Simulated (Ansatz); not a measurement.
Runs of Ansatz 0.2.0 on C. The structure is hexagonal, space group P6_3/mmc (No. 194). The conventional cell has a = 2.522 Å, b = 2.522 Å, c = 8.237 Å, α = 90.00°, β = 90.00°, γ = 120.00°. Around C (site symmetry 3m) lie 4 C at 1.54 Å. C (site symmetry 3m) is surrounded by 4 C at 1.54 Å. This is a hexagonal form of diamond, not graphite.

```tsv
task	level	cell	cutoff (eV)	points for each segment of the path	gap on the mesh (eV)	pressure (GPa)	V0 of scaled cells (Å³/atom)	B0 (GPa)
equation of state	RPBE	as given	420	-	-	-	5.78	(b)
relaxation of cell and atoms	r2SCAN+D3(BJ)	relaxed	500	-	4.81	0.0	-	-
band structure	revPBE	as given	420	10	4.42	6.9	-	-
equation of state	r2SCAN+rVV10	as given	500	-	-	-	5.64	(a)
```

Alike in all rows: potentials or basis Ansatz PAW; no spin polarisation; k mesh 12 × 12 × 4; smearing fermi-dirac 0.05 eV.

Question: Fill in the values left out.

Answer: (a) 454; (b) 419.

Caveats: the cell was scaled at fixed shape and fractional positions, which overstates the stiffness of a crystal with free parameters, most of all of layers and chains (some runs); the PAW data sets come from PBE, with cores solved anew for the run's functional, which leaves a small shift of forces and pressure (some runs); the potentials were made for another functional, which shifts forces and pressure (some runs); the plane-wave basis is chosen anew once the cell has moved, so the energies of steps on either side of that aren't comparable (some runs); the dispersion damping was fitted for another functional or another form of the correction (some runs); the PAW data sets were made with another functional, which shifts forces and pressure a little (some runs).

A k mesh can miss the band edges.

Runs at the PBE level aren't shown here.
